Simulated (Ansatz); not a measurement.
HfC:

```
Hf C
1.0
     3.34287    0.00000    0.00000
    -1.67143    2.89501    0.00000
     0.00000    0.00000    5.20271
Hf C
2 2
Direct
  0.33333 0.66667 0.25000
  0.66667 0.33333 0.75000
  0.00000 0.00000 0.50000
  0.00000 0.00000 0.00000
```

The cell comes from a database or a generator and needn't be the stable form of this composition.

Program: Ansatz 0.2.0. Alike in all runs: potentials or basis Ansatz PAW; no spin polarisation; cell as given; k mesh 9 × 9 × 5; cutoff (eV) 420; smearing fermi-dirac 0.05 eV.

Problem. Order these runs on this cell by their pressure, lowest first.
A. level PBEsol+U; U Hf d U = 6 eV; hubbard projectors ortho-atomic (the default); double counting fll (the default)
B. level PBEsol+U; U Hf d U = 2 eV; hubbard projectors ortho-atomic (the default); double counting fll (the default)
C. level PBEsol+U; U Hf d U = 5 eV; hubbard projectors ortho-atomic (the default); double counting fll (the default)
D. level PBEsol+U; U Hf d U = 4 eV; hubbard projectors ortho-atomic (the default); double counting fll (the default)
E. level LDA; points for each segment of the path 14

Solution. E (-12.6 GPa), B (-4.6 GPa), D (-1.5 GPa), C (0.1 GPa), A (1.9 GPa).

Caveats: the PAW data sets come from PBE, with cores solved anew for the run's functional, which leaves a small shift of forces and pressure; U without spin polarisation on a metal has little footing (some runs); the U is typed as a test and isn't derived for this compound (some runs); the density of states is complete only up to the lowest level of the last band computed (some runs).

Not every run made on this cell is shown here.
